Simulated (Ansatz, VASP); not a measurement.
Two plane-wave programs on Pd

INCAR

```
PREC     = Accurate       # precision mode
ENCUT    = 520            # plane-wave cutoff, eV
EDIFF    = 1E-6           # SCF threshold, eV
ISMEAR   = 0              # smearing method
SIGMA    = 0.15           # smearing width, eV
LREAL    = F              # projectors in reciprocal space
LASPH    = T              # aspherical terms in the spheres
NELM     = 100            # most SCF steps
ALGO     = Fast           # electronic algorithm
ISIF     = 2              # what is computed and relaxed
LWAVE    = F              # write WAVECAR
LCHARG   = T              # write CHGCAR
GGA      = PS             # functional
LELF     = T              # ELF
LVHAR    = T            
NBANDS   = 11             # bands
```

Contents of KPOINTS:

```
regular mesh
0
Gamma
  24 24 24
```

The input POSCAR:

```
Pd
1.0
    0.2440294630      2.0742504356      2.0742504356
    2.0742504356      0.2440294630      2.0742504356
    2.0742504356      2.0742504356      0.2440294630
Pd
1
Direct
    0.0000000000      0.0000000000      0.0000000000
```

Input for Ansatz:

```yaml
crystal:
  lattice:
    - [0.244029463, 2.0742504356, 2.0742504356]
    - [2.0742504356, 0.244029463, 2.0742504356]
    - [2.0742504356, 2.0742504356, 0.244029463]
  atoms:
    - { symbol: Pd, position: [0.0, 0.0, 0.0] }
basis:
  ecutwfc: 420
kpoints:
  mp_grid: { grid: [24, 24, 24] }
hamiltonian:
  xc: pbesol
scf:
  occupations: { method: gaussian, width: 0.15 }
output:
  forces: true
  stress: true
  eigenvalues: true
```

Alike in both runs: task single point; functional PBEsol; k mesh 24 × 24 × 24; occupations gaussian, width 0.15 eV; no spin polarisation.

|  | VASP | Ansatz |
| --- | --- | --- |
| version | VASP 6.6.1 | Ansatz 0.2.0 |
| potentials or method | VASP PAW PBE potentials, release 64 (Pd) | scalar-relativistic, plane waves, PAW |
| plane-wave cutoff (eV) | 520 | 420 |
| valence electrons in the cell | 10 | 18 |

VASP gave:

```
gap on the k mesh at the Fermi level (eV)       : none
pressure (GPa)                                  : 5.4
largest component of the traceless stress (GPa) : 11.59
```

**Question.** Estimate Ansatz's values.

**Answer.** gap on the k mesh at the Fermi level (eV): none; pressure (GPa): 5.9; largest component of the traceless stress (GPa): 11.66.

A gap of «none» marks a metal or a gap that the smearing closes. The two sets of potentials don't hold the same shells in valence.

Caveats: the PAW data sets were made with another functional, which shifts forces and pressure a little (VASP).
